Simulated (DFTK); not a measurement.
Runs of DFTK 0.8.2 on Ta. The structure is cubic, space group Im-3m (No. 229). The conventional cell has a = 3.303 Å, b = 3.303 Å, c = 3.303 Å, α = 90.00°, β = 90.00°, γ = 90.00°. Ta (site symmetry m-3m) has 8 Ta at 2.86 Å as nearest neighbours. 

```tsv
task	level	potentials or basis	cell	k mesh	cutoff (eV)	valence electrons	SCF solver	mesh quality	gap on the mesh (eV)	pressure (GPa)	V0 of scaled cells (Å³/atom)	B0 (GPa)
equation of state	LDA	cp2k.nc.sr.lda.v0_1.semicore.gth (LDA, GTH)	as given	9 × 9 × 9	1333	Ta 13	-	not flagged	-	-	17.21	202
equation of state	PBEsol	dojo.nc.sr.pbesol.v0_4_1.standard.upf (PBEsol)	as given	11 × 11 × 11	952	Ta 13	-	not flagged	-	-	17.64	(c)
band structure	BJ06	in-house norm-conserving set (r2SCAN, scalar relativistic)	as given	10 × 10 × 10	1225	Ta 13	ScfAndersonSolver	not flagged	none	-	-	-
band structure	r2SCAN	in-house norm-conserving set (r2SCAN, scalar relativistic)	as given	10 × 10 × 10	1225	Ta 13	-	not flagged	none	(b)	-	-
single point	PBEsol	dojo.nc.sr.pbesol.v0_4_1.standard.upf (PBEsol)	cell strained at random at fixed volume	11 × 11 × 11	952	Ta 13	-	not flagged	none	-3.8	-	-
equation of state	PBEsol	SG15 1.2 (PBE)	as given	7 × 7 × 7	1225	Ta 27	-	coarse	-	-	(a)	219
band structure	PBEsol	SPMS 1.0 (PBE)	as given	11 × 11 × 11	1225	Ta 13	-	not flagged	none	-3.8	-	-
single point	PBEsol	dojo.nc.sr.pbesol.v0_4_1.standard.upf (PBEsol)	as given	11 × 11 × 11	952	Ta 13	-	not flagged	none	-4.2	-	-
```

Alike in all rows: no spin polarisation; smearing fermi-dirac 0.05 eV.

Task: Estimate the missing entries.

Result: (a) 17.74; (b) 2.4; (c) 212.

Caveats: some runs use coarse meshes; the potentials were made for another functional, which shifts forces and pressure (some runs); spin-orbit coupling is left out, which moves the levels of the heavy elements (some runs); GTH potentials come without recommended cutoffs, and this one wasn't checked for convergence (some runs); the program leaves the constant c of mgga_x_tb09 at 1, so the potential is Becke-Johnson's (BJ06) and not Tran and Blaha's, with levels but no total energy (some runs).

A k mesh can miss the band edges, and the runs leave out spin-orbit coupling on Ta.

A gap of «none» marks a metal or a gap under the smearing width.
